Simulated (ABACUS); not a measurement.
A run of ABACUS 3.10.1 is set up as follows.

Contents of run_abacus.py:

```python
"""ABACUS run from a structure file: ASE reads it, the script writes STRU, KPT and INPUT."""
import re
import subprocess
import spglib
from ase import Atoms
from ase.io import read
from ase.units import Bohr

atoms = read("BaTiO3.cif")
cell, frac, numbers = spglib.standardize_cell((atoms.cell[:], atoms.get_scaled_positions(), atoms.numbers), to_primitive=True, symprec=1e-4)
atoms = Atoms(numbers=numbers, cell=cell, scaled_positions=frac, pbc=True)  # the primitive cell
atoms = atoms[(-atoms.numbers).argsort(kind="stable")]  # ABACUS lists atoms element by element
pseudo = {'Ba': 'Ba_ONCV_PBE-1.2.upf', 'Ti': 'Ti_ONCV_PBE-1.2.upf', 'O': 'O_ONCV_PBE-1.2.upf'}
orbital = {}
magmoms = None
kmesh = [4, 4, 4]
params = {
    'suffix': 'BaTiO3',
    'calculation': 'scf',
    'basis_type': 'pw',
    'pseudo_dir': './',
    'symmetry': 1,
    'dft_functional': 'MGGA_X_R2SCAN+MGGA_C_R2SCAN',
    'ecutwfc': 97,
    'pseudo_rcut': 7,
    'nspin': 1,
    'nbands': 30,
    'ks_solver': 'dav',
    'smearing_method': 'fd',
    'smearing_sigma': 0.00367493,
    'scf_thr': 1e-08,
    'scf_nmax': 100,
    'mixing_type': 'broyden',
    'mixing_beta': 0.7,
    'cal_force': 1,
    'cal_stress': 1,
    'mixing_tau': 1,
    'out_chg': 1,
    'out_pot': 2,
    'out_elf': 1,
}

symbols = atoms.get_chemical_symbols()
elements = list(dict.fromkeys(symbols))
lines = ["ATOMIC_SPECIES"] + [f"{e} {atoms.get_masses()[symbols.index(e)]:.4f} {pseudo[e]}" for e in elements]
if orbital:
    lines += ["", "NUMERICAL_ORBITAL"] + [orbital[e] for e in elements]
lines += ["", "LATTICE_CONSTANT", f"{1 / Bohr:.10f}", "", "LATTICE_VECTORS"]
lines += [" ".join(f"{x:.10f}" for x in v) for v in atoms.cell]
lines += ["", "ATOMIC_POSITIONS", "Direct"]
for e in elements:
    lines += ["", e, "0.0", str(symbols.count(e))]
    for i, p in enumerate(atoms.get_scaled_positions(wrap=False)):
        if symbols[i] == e:
            mag = "" if magmoms is None else " mag " + " ".join(str(x) for x in (magmoms[i] if isinstance(magmoms[i], list) else [magmoms[i]]))
            lines.append(" ".join(f"{x:.10f}" for x in p) + " 1 1 1" + mag)
open("STRU", "w").write("\n".join(lines) + "\n")
open("KPT", "w").write("K_POINTS\n0\nGamma\n%d %d %d 0 0 0\n" % tuple(kmesh))
open("INPUT", "w").write("INPUT_PARAMETERS\n" + "".join(f"{k:<20s}{v}\n" for k, v in params.items()))

done = subprocess.run(['mpirun', '-np', '4', 'abacus'])
if done.returncode:
    raise SystemExit(done.returncode)
log = open("OUT.BaTiO3/running_scf.log").read()
print("final energy (eV):", re.findall(r"FINAL_ETOT_IS (\S+)", log))
```

File BaTiO3.cif:

```cif
data_BaTiO3
_cell_length_a 4.00600000
_cell_length_b 4.00600000
_cell_length_c 4.00600000
_cell_angle_alpha 90.00000000
_cell_angle_beta 90.00000000
_cell_angle_gamma 90.00000000
_space_group_name_H-M_alt 'Pm-3m'
_space_group_name_Hall '-P 4 2 3'
_space_group_IT_number 221
loop_
_space_group_symop_operation_xyz
'x,y,z'
'-x,-y,-z'
'-y,x,z'
'y,-x,-z'
'-x,-y,z'
'x,y,-z'
'y,-x,z'
'-y,x,-z'
'x,-y,-z'
'-x,y,z'
'-y,-x,-z'
'y,x,z'
'-x,y,-z'
'x,-y,z'
'y,x,-z'
'-y,-x,z'
'z,x,y'
'-z,-x,-y'
'z,-y,x'
'-z,y,-x'
'z,-x,-y'
'-z,x,y'
'z,y,-x'
'-z,-y,x'
'-z,x,-y'
'z,-x,y'
'-z,-y,-x'
'z,y,x'
'-z,-x,y'
'z,x,-y'
'-z,y,x'
'z,-y,-x'
'y,z,x'
'-y,-z,-x'
'x,z,-y'
'-x,-z,y'
'-y,z,-x'
'y,-z,x'
'-x,z,y'
'x,-z,-y'
'-y,-z,x'
'y,z,-x'
'-x,-z,-y'
'x,z,y'
'y,-z,-x'
'-y,z,x'
'x,-z,y'
'-x,z,-y'
loop_
_atom_site_label
_atom_site_type_symbol
_atom_site_symmetry_multiplicity
_atom_site_Wyckoff_symbol
_atom_site_fract_x
_atom_site_fract_y
_atom_site_fract_z
_atom_site_occupancy
Ba1 Ba 1 b 0.5000000000 0.5000000000 0.5000000000 1
Ti1 Ti 1 a 0.0000000000 0.0000000000 0.0000000000 1
O1 O 3 d 0.0000000000 0.0000000000 0.5000000000 1
```

Potentials or basis: SG15 ONCV 1.2 PBE, plane waves.

Run with:

```bash
$ OMP_NUM_THREADS=1 python run_abacus.py > log
```

Problem. Predict the band gap on the k mesh.

Solution. 2.25 eV, indirect (least direct gap 2.39 eV).

Problem. What does it give for the pressure?

Solution. -2.2 GPa.

Caveat: the potentials were made for another functional, which shifts forces and pressure; spin-orbit coupling is left out, which moves the levels of the heavy elements. A k mesh can miss the band edges.
